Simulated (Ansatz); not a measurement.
Structure types of Ge at zero pressure (with spin–orbit coupling)

Structure types of Ge are relaxed in primitive cells with their symmetry kept at 0 GPa, first on PAW files, then by LAPW. The enthalpy is E + pV at zero temperature, without zero-point motion. Only the types listed were tried, and differences under about 5 meV/atom are mesh noise.

All numbers are PBE results (with spin–orbit coupling) from Ansatz 0.2.0, with Fermi–Dirac smearing of 0.05 eV, no spin polarisation. Methods: LAPW: all electrons, basis error target 0.5 meV/atom; PAW: frozen-core files, cutoff 420 eV.

k meshes: bcc 17×17×17, hcp 16×16×9, sc 15×15×15, diamond 12×12×12.

**Question.** Order the types by LAPW enthalpy, lowest first.
A. bcc
B. hcp
C. diamond
D. sc

**Answer.** C (0 meV/atom), D (250 meV/atom), B (327 meV/atom), A (338 meV/atom).

| start type | ends as | a, b, c (Å) | V (Å³/atom) | H − H(lowest), LAPW (meV/atom) | same, PAW |
| --- | --- | --- | --- | --- | --- |
| bcc | bcc, Im-3m | 3.370, 3.370, 3.370 | 19.14 | 338.4 | 338.0 |
| hcp | hcp, P6_3/mmc | 3.002, 3.002, 4.939 | 19.27 | 326.8 | 326.4 |
| sc | sc, Pm-3m | 2.710, 2.710, 2.710 | 19.90 | 249.7 | 249.1 |
| diamond | diamond, Fd-3m | 5.761, 5.761, 5.761 | 23.91 | 0.0 | 0.0 |
